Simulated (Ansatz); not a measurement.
# Element substitutions in BAs

Consider BAs in the zinc blende structure (space group F-43m, No. 216).

```xyz
2
Lattice="0.0000 2.3839 2.3839 2.3839 0.0000 2.3839 2.3839 2.3839 0.0000" Properties=species:S:1:pos:R:3 pbc="T T T"
As     3.5758     3.5758     3.5758
B      0.0000     0.0000     0.0000
```

Each row replaces one element on all its sites; cell and atoms are relaxed.

The values are results of plane-wave PAW DFT at the PBEsol level (Ansatz, an electronic-structure program, 420 eV), spin-orbit coupling left out, earlier PAW set, not measurements.

```tsv
variant	band gap	shortest interatomic distance	density
base	1.08 eV	2.064 Å	5.25 g/cm³
As → Au	zero	2.131 Å	11.59 g/cm³
As → P	1.11 eV	1.957 Å	3.01 g/cm³
As → Ga	zero	…	…
```

Task: Complete the table.

Result: 
- As → Ga, shortest interatomic distance: 2.114 Å
- As → Ga, density: 4.60 g/cm³

Stability against distortions was not tested. As relaxed here, AuB and GaB are hypothetical phases, not in the database extracts checked. All final runs are without spin polarisation.
